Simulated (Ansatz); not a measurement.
# Structures of Cd2S: which is lowest?

Plane-wave DFT in Ansatz with scalar-relativistic PAW potentials, cutoff 420 eV, Γ-centred meshes chosen by cell and gap, Gaussian smearing with energies taken to zero width. Every cell was relaxed (cell and atoms) in a run of its own, within the symmetry of its start. Functional: PBE.

Relaxed structures (starts from databases or built by putting these elements on another compound's sites):
A. I4_1/amd, 6 atoms in the computed cell, a = 3.479 Å, c = 22.075 Å; sites (symmetry × multiplicity) Cd 2mm. × 8, S -4m2 × 4; start: built
B. I4/mmm, 3 atoms in the computed cell, a = 4.282 Å, c = 8.011 Å; sites (symmetry × multiplicity) Cd -4m2 × 4, S 4/mmm × 2; start: built
C. P6/mmm, 3 atoms in the computed cell, a = 4.709 Å, c = 3.709 Å; sites (symmetry × multiplicity) Cd -6m2 × 2, S 6/mmm × 1; start: built

Task: Rank them by energy. Could pressure change the order?

Result:
```csv
structure,group,E − E(lowest) (meV/atom),V (Å³/atom),gap on mesh (eV)
A,I4_1/amd,0.0,22.27,0.00
B,I4/mmm,64,24.48,0.00
C,P6/mmm,364,23.75,0.00
```

A is lowest, 64 meV/atom under B. The lowest is also the densest of these, so pressure wouldn't bring one of the others in at first order. Other structures may lie lower than all of these, and vibrations aren't counted.

Spin polarisation was left out, and a magnetic state may lie lower.